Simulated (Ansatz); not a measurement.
## Energy landscape near a Ti structure

Theory: DFT PBE, scalar-relativistic, plane waves, PAW (Ansatz 0.2.0).

Cutoff 420 eV; k points 18×18×18 on the computed 1-atom cell (Γ-centred); Gaussian smearing, width 0.10 eV; no spin polarisation.

Reference cell:

```
CELL_PARAMETERS angstrom
0.00000 2.03000 2.03000
2.03000 0.00000 2.03000
2.03000 2.03000 0.00000
ATOMIC_POSITIONS crystal
Ti 0.00000 0.00000 0.00000
```

Each variant moves atoms of this cell by the vectors given, if any (Å), and then applies a symmetric strain (tensor components, Cartesian axes). The reference cell isn't relaxed at this level. Energies are per atom at zero smearing, counted from the lowest variant. Pressure is positive in compression.

1. strain (xx yy zz yz xz xy, %) -0.09 -0.09 -0.09 0.00 0.00 0.00
2. strain (xx yy zz yz xz xy, %) 0.21 0.21 0.21 0.00 0.00 0.00
3. strain (xx yy zz yz xz xy, %) 4.76 4.76 4.76 0.00 0.00 0.00

```csv
result,ΔE (meV/atom),P (GPa)
A,3.9,4.71
B,51.2,-9.10
C,0.0,3.62
```

Task: Which variant gave which result?

Result: A is 1, B is 3, C is 2. The pressure falls as the cell grows: from the smallest volume to the largest the variants are 1, 2, 3.

This fcc form isn't the element's structure at ambient conditions.